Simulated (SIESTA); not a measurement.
Crystal: As.

```
As
1.0
     1.88080    1.08588    3.51406
    -1.88080    1.08588    3.51406
     0.00000   -2.17176    3.51406
As
2
Direct
  0.22600 0.22600 0.22600
  0.77400 0.77400 0.77400
```

Base run:

```yaml
Program: SIESTA 5.4.2
Functional: PBE
Potentials_or_basis: PseudoDojo 0.4 standard (PBE files)
Basis: DZP (energy shift 0.003 Ry; two zetas on semicore shells)
Grid_cutoff: 500 Ry
Energy_shift: 0.003 Ry
k_mesh: 9 × 9 × 9
Occupations: fermi-dirac, width 0.05 eV
Spin: no spin polarisation
```

Its results: band gap on the k mesh none (metal or under the smearing width); pressure 6.0 GPa; largest force 0.877 eV/Å.

Question: The run is repeated on the same cell with these changes: functional from PBE to PBEsol; potentials or basis from PseudoDojo 0.4 standard (PBE files) to PseudoDojo 0.4 standard (PBEsol files). What comes out?

Answer: Band gap on the k mesh none (metal or under the smearing width); pressure 2.4 GPa; largest force 0.817 eV/Å.

Caveats: the basis of atomic orbitals isn't converged, which shifts pressures, moduli and gaps.

Not every run made on this cell is shown here.
